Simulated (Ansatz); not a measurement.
# Re: stress in a strained cell

Re is deformed so: zz strain of +1 %. What stress and forces result, by LAPW, PAW and all-electron datasets made for the crystal?

Method: DFT PBE, scalar-relativistic, in Ansatz 0.2.0.

### 1 The starting structure

Symmetry: R-3m, No. 166, trigonal system. Conventional cell: a = 2.768 Å, b = 2.768 Å, c = 20.096 Å, α = 90.00°, β = 90.00°, γ = 120.00°. Re (site symmetry -3m) has 12 Re at 2.75 to 2.77 Å as nearest neighbours. Re (site symmetry 3m) has 12 Re at 2.74 to 2.77 Å as nearest neighbours.

As a file:

```
CELL_PARAMETERS angstrom
1.38392 0.79901 6.69861
-1.38392 0.79901 6.69861
0.00000 -1.59802 6.69861
ATOMIC_POSITIONS crystal
Re 0.00000 0.00000 0.00000
Re 0.22217 0.22217 0.22217
Re 0.77783 0.77783 0.77783
```

Atoms are numbered in the order of the input: Re1, Re2, Re3.

### 2 The deformed structure

Space group R-3m before, R-3m after.

### 3 LAPW, all electrons

Contents of input.yaml:

```yaml
crystal:
  lattice:
    - [1.3839231524, 0.7990084046, 6.7655941694]
    - [-1.3839231524, 0.7990084046, 6.7655941694]
    - [0.0, -1.5980168092, 6.7655941694]
  atoms:
    - { symbol: Re, position: [0.0, 0.0, 0.0] }
    - { symbol: Re, position: [0.22217388, 0.22217388, 0.22217388] }
    - { symbol: Re, position: [0.77782612, 0.77782612, 0.77782612] }
kpoints:
  mp_grid: { grid: [15, 15, 15] }
  band_path:
    path:
      - [0.0, 0.0, 0.0]
      - [0.5, 0.5, 0.5]
      - [0.8240351191, 0.1759648809, 0.5]
      - [0.5, -0.1759648809, 0.1759648809]
      - [0.5, 0.0, 0.0]
      - [0.0, 0.0, 0.0]
      - [0.3379824405, -0.3379824405, 0.0]
      - [0.6620175595, 0.0, 0.3379824405]
      - [0.5, 0.0, 0.5]
    npoints: 5
scf:
  occupations: { method: fermi_dirac, width: 0.05 }
hamiltonian:
  xc: pbe
  pseudopotentials: { kind: all_electron, lapw: { basis_error: 0.0005 } }
output:
  forces: true
  stress: true
  eigenvalues: true
```

On the command line:

```
$ ansatz run input.yaml --threads 1 --pin off --max-ram 6144MiB --backend cpu --events-out ev --progress --plain --runs-dir out
```

### 4 PAW with frozen cores

Contents of input.yaml:

```yaml
crystal:
  lattice:
    - [1.3839231524, 0.7990084046, 6.7655941694]
    - [-1.3839231524, 0.7990084046, 6.7655941694]
    - [0.0, -1.5980168092, 6.7655941694]
  atoms:
    - { symbol: Re, position: [0.0, 0.0, 0.0] }
    - { symbol: Re, position: [0.22217388, 0.22217388, 0.22217388] }
    - { symbol: Re, position: [0.77782612, 0.77782612, 0.77782612] }
kpoints:
  mp_grid: { grid: [15, 15, 15] }
scf:
  occupations: { method: fermi_dirac, width: 0.05 }
hamiltonian:
  xc: pbe
  pseudopotentials: { kind: paw }
output:
  forces: true
  stress: true
  eigenvalues: true
  efg: { contact_densities: true }
```

### 5 All-electron PAW on datasets made for the crystal

Changes to input.yaml since step 4:

```diff
@@ -15,3 +15,3 @@
   xc: pbe
-  pseudopotentials: { kind: paw }
+  pseudopotentials: { kind: all_electron, datasets: crystal }
 output:
```

(Steps that only read results are left out.)

What does the calculation give? Wanted: pressure; largest shear or deviatoric stress.

As calculated:

| quantity | value |
| --- | --- |
| pressure | LAPW -0.01, PAW -0.12, crystal datasets -0.01 GPa |
| largest shear or deviatoric stress (LAPW) | 3.34 GPa |

In words: The largest part of the stress beyond the pressure is 3.34 GPa in size, in the zz component; the atoms are carried along and not relaxed. No run of the undeformed cell stands beside it, so the pressure holds what the given cell had before the change. PAW: stress within 0.11 GPa of LAPW, forces within 1 meV/Å. Crystal datasets: stress within 0.01 GPa of LAPW, forces within 1 meV/Å. Spin-orbit coupling is left out, though the cell holds Re; in elements this heavy it can shift bands and gaps by tenths of an eV.
